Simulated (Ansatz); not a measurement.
# The stack of blue phosphorene under Hf2CO2 MXene, shifted by two thirds of the diagonal between two gates, part 2 of 2

Aim: charge, voltage and capacitance of the stack of blue phosphorene under Hf2CO2 MXene, shifted by two thirds of the diagonal in a field-effect set-up.

Ansatz 0.2.0; plane-wave DFT, PBE-D3(BJ), Ansatz PAW.

So far. Step 9 (Gated layer, added electrons -6×10¹³ per cm²): Against the uncharged case this takes -2.55 V.

## (10) The series together

This step: plane-wave DFT, PBE-D3(BJ), Ansatz PAW; charging by gates (Ansatz 0.2.0).

The potential behind each gate is read from every run and counted from the uncharged case.

Voltage on the gate against the layer's Fermi level, from the uncharged case, mean of the two gates. The gate voltage by added electrons:

```csv
added electrons (10¹³ per cm²),gate voltage (V)
-6.00,-2.55
-2.00,-1.17
-0.50,-0.561
0.00,0
0.50,0.535
2.00,1.05
6.00,2.27
```

Charge step over voltage step between neighbouring densities. Total capacitance against added electrons:

```csv
added electrons (10¹³ per cm²),total capacitance (µF/cm²)
-4.00,4.66
-1.25,3.94
-0.25,1.43
0.25,1.50
1.25,4.65
4.00,5.25
```

By hand: 10¹³ electrons per cm² are 0.001 e/Å², which by Gauss's law end a field of 0.181 V/Å. At 6×10¹³ holes per cm², shared by two gates, the field towards a gate is 0.543 V/Å, which over the 4 Å from the outer atoms would drop 2.17 V; the run needs 2.55 V.

## (11) A changed input

This step: plane-wave DFT, PBE-D3(BJ), Ansatz PAW (Ansatz 0.2.0).

An input spoilt on purpose, to show how the run answers: it repeats the earlier run at 0.5 × 10¹³ added electrons per cm² with accuracy to 2.5, and scf.max_iter set to 50.

Contents of input.yaml:

```yaml
crystal:
  lattice:
    - [3.2628902324, 0.0, 0.0]
    - [-1.6314451162, 2.8257458311, 0.0]
    - [0.0, 0.0, 47.865367965]
  atoms:
    - { symbol: P, position: [0.6666666667, 0.3333333333, 0.409481862] }
    - { symbol: P, position: [0.3333333333, 0.6666666667, 0.435355127] }
    - { symbol: O, position: [0.0, 0.0, 0.4940885175] }
    - { symbol: Hf, position: [0.3333333333, 0.6666666667, 0.5134661499] }
    - { symbol: C, position: [0.6666666667, 0.3333333333, 0.5422046803] }
    - { symbol: Hf, position: [0.0, 0.0, 0.570931734] }
    - { symbol: O, position: [0.3333333333, 0.6666666667, 0.590518138] }
  periodic: [true, true, false]
  symmetry: { detect: true }
total_charge: -0.00461
kpoints:
  mp_grid: { grid: [66, 66, 1] }
  band_path:
    path: [[0, 0, 0], [0.5, 0, 0], [0.33333333, 0.33333333, 0], [0, 0, 0]]
    npoints: 16
hamiltonian:
  xc: pbe
  dispersion: d3bj
scf:
  occupations: { method: fermi_dirac, width: 0.05 }
  convergence: { dr2_threshold: 1.0e-10 }
  max_iter: 50
output:
  forces: true
  eigenvalues: true
  write_potential: true
  write_density: true
  volumetric_format: npy
external_charges:
  - { charge: 0, barrier: 10, axis: 3, height: 30.765, sigma: 0.25 }
  - { charge: 0.002305, axis: 3, height: 32.265, sigma: 0.33 }
  - { charge: 0, barrier: 10, axis: 3, height: 17.1, sigma: 0.25 }
  - { charge: 0.002305, axis: 3, height: 15.6, sigma: 0.33 }
accuracy: 2.5
```

Run with:

```
$ ansatz run input.yaml --threads 4 --pin off --max-ram 12288MiB --backend cpu --events-out ev --progress --plain --runs-dir out
```

Elapsed: 0.02 s, on 4 threads of Arm Neoverse V1, shared host; peak memory 0.023 GiB.

The input was rejected at the start.

The program's message: “Error: YAML parse error: error: line 40 column 1: unknown variant `2.5`, expected one of low, medium, high”

The fault put into the input: a value of the wrong type.

## (12) Varying the input: basis.ecutwfc = "550 eV"

Another changed input: it repeats the earlier run at 0.5 × 10¹³ added electrons per cm² with basis.ecutwfc to 550 eV.

Changes to input.yaml since step 11:

```diff
@@ -27,3 +27,2 @@
   convergence: { dr2_threshold: 1.0e-10 }
-  max_iter: 50
 output:
@@ -39,2 +38,3 @@
   - { charge: 0.002305, axis: 3, height: 15.6, sigma: 0.33 }
-accuracy: 2.5
+basis:
+  ecutwfc: "550 eV"
```

It took 14 min on 4 threads; peak memory 6.7 GiB; 56 min of CPU time.

This step gave:

```yaml
energy_at_zero_smearing: -34347.7792 eV
potential_beyond_the_upper_barrier_and_gate_less_the_barrier_from_the_fermi_level: 4.334 eV
```

Electronic bands along the path, in eV, zero at the Fermi level:

```csv
point,band 36,band 37,band 38,band 39,band 40,band 41,band 42,band 43
Γ,-1.78,-1.56,-0.81,-0.81,1.45,1.45,1.80,2.24
halfway,-3.14,-1.99,-1.86,-1.62,0.58,0.75,2.72,2.85
M,-3.94,-2.95,-2.31,-1.96,0.13,0.36,1.79,2.80
halfway,-3.74,-2.98,-2.85,-2.55,0.98,1.41,2.62,2.88
K,-3.42,-3.29,-3.28,-3.21,0.55,1.78,2.59,2.79
halfway,-3.30,-2.56,-2.06,-1.60,1.16,1.88,2.33,2.63
Γ,-1.78,-1.56,-0.81,-0.81,1.45,1.45,1.80,2.24
```

Force by atom:

```csv
atom,x (eV/Å),y (eV/Å),z (eV/Å),size
P1,0.000,0.000,0.128,0.128
P2,0.000,0.000,0.020,0.020
O3,0.000,0.000,-0.016,0.016
Hf4,0.000,0.000,0.023,0.023
C5,0.000,0.000,0.004,0.004
Hf6,0.000,0.000,-0.049,0.049
O7,0.000,0.000,0.010,0.010
```

```csv
quantity,this run,earlier run,difference
"potential beyond the upper barrier and gate, less the barrier, from the Fermi level (eV)",4.334,4.335,-6.8e-4
```

Nothing in the table moves by 0.01 in its unit. The run took 19 SCF cycles against 18.

The path shows an indirect gap of 0.94 eV (valence top at Γ, conduction bottom at M). The least direct gap is 2.09 eV.

## (13) Results

* gap with uncharged gates: 0.938 eV
* gate voltage at 6×10¹³ holes per cm²: -2.55 V
* gate voltage at 6×10¹³ electrons per cm²: +2.27 V
* total capacitance near 4×10¹³ holes per cm²: 4.66 µF/cm²

What this shows: Putting 6×10¹³ holes per cm² on the layer takes -2.55 V on the gates; how far the Fermi level moves against the bands is taken for single layers without spin and with an even electron count alone. Between the first holes and the first electrons the voltage runs over 1.10 V: the drop across the plates for that charge, plus the way of the Fermi level through the region of the 0.94 eV gap. The zero of the voltage lies where the smearing puts the uncharged Fermi level. Plates 4 Å apart on both sides would give 4.43 µF/cm² in vacuum; the computed total runs from 1.4 to 5.25 µF/cm². A value over that of the plates means that the screening charge has its centre outside the outer atoms; a low density of states works the other way. Few carriers sample few k-points, so the slopes at the lowest densities depend on the mesh and on the temperature. The gates are charged sheets behind model barriers, not atoms. Spin-orbit coupling is left out, which matters for the bands of elements this heavy. The MXene's terminations sit over the metal atoms of its far layer; the site over carbon or nitrogen, which some compounds prefer, was not run.

[Logs are printed without paths, hosts, clocks, repeated set-up lines and the standing remarks that a program may print on its own settings, such as how far it seeks lower states.]

[Hosts, paths, dates, database ids (printed as entryN), source tags and the programs' standing remarks are cut or masked in the printed files.]

[Maps of the electrostatic potential energy from Ansatz leave out the sawtooth potential of an applied field or a dipole correction, so their vacuum need not be flat; planar profiles and work functions include it.]
